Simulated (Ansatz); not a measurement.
# Al2O3: the cost of one run

All numbers below are computed with Ansatz 0.2.0 (DFT PBE, scalar-relativistic, plane waves, PAW).

## 1. The structure to begin with

The cell holds 20 atoms (Al8O12): a = 5.590 Å, b = 6.128 Å, c = 6.092 Å, α = 94.23°, β = 90.54°, γ = 88.08°.

It is the last frame of an earlier stage of the same melt, run at 1360 K.

Its coordinates follow in the input file.

## 2. Langevin stage at 300 K

One k point, a Fermi-Dirac width of 0.050 eV and a fixed cell.

input.yaml

```yaml
crystal:
  lattice:
    - [5.589168, 0.09737, -0.025576]
    - [0.09737, 6.123159, -0.225164]
    - [-0.025576, -0.225164, 6.08777]
  atoms:
    - { symbol: Al, position: [0.6633799001, 0.8743353143, 0.0756300034] }
    - { symbol: Al, position: [0.1318786991, 0.0619690664, 0.1918862425] }
    - { symbol: Al, position: [0.8960178933, 0.4392996252, 0.1021617949] }
    - { symbol: Al, position: [0.4372917476, 0.9473650642, 0.6695880199] }
    - { symbol: Al, position: [0.3497368455, 0.4427651775, 0.7984310593] }
    - { symbol: Al, position: [0.4206150554, 0.5540528429, 0.3520400296] }
    - { symbol: Al, position: [0.8944628356, 0.267098418, 0.629086608] }
    - { symbol: Al, position: [0.8935673366, 0.7370200776, 0.5339461207] }
    - { symbol: O, position: [0.2706764652, 0.6125290575, 0.6040596681] }
    - { symbol: O, position: [0.7907191425, 0.4520179367, 0.468054781] }
    - { symbol: O, position: [0.5274131212, 0.8583238833, 0.3801672758] }
    - { symbol: O, position: [0.7256758154, 0.8317595103, 0.792829314] }
    - { symbol: O, position: [0.5704170243, 0.2197980285, 0.654183093] }
    - { symbol: O, position: [0.8129522003, 0.1375527014, 0.1075493238] }
    - { symbol: O, position: [0.5343357209, 0.5400578607, 0.0647794488] }
    - { symbol: O, position: [0.2012718025, 0.335463969, 0.2548751835] }
    - { symbol: O, position: [0.0522765259, 0.402924579, 0.8435750851] }
    - { symbol: O, position: [0.3265876344, 0.9799833526, 0.9372642611] }
    - { symbol: O, position: [0.9318239105, 0.7345847646, 0.2267323175] }
    - { symbol: O, position: [0.0420369281, 0.0174447549, 0.5230649943] }
  symmetry: { detect: false }
basis:
  ecutwfc: 420
  xc_grid: 1
kpoints:
  mp_grid: { grid: [1, 1, 1], shift: [0.0, 0.0, 0.0] }
hamiltonian:
  xc: pbe
scf:
  occupations: { method: fermi_dirac, width: 0.05 }
  lower_state_search: "off"
  convergence: { dr2_threshold: 1.0e-05 }
output:
  forces: true
  stress: true
md:
  timestep: 2.0
  n_steps: 100
  ensemble: nvt_langevin
  friction: 0.015
  temperature: 300.0
  initial_velocities: maxwell_boltzmann
  seed: 68510
```

Launch:

```bash
$ ansatz run input.yaml --threads 2 --pin off --max-ram 5120MiB --backend cpu --events-out ev --progress --plain --runs-dir out
```

What time and memory should one allow on 2 threads of Intel Xeon at 2.70GHz, shared host?

About 64 s, with a peak of 0.35 GiB.
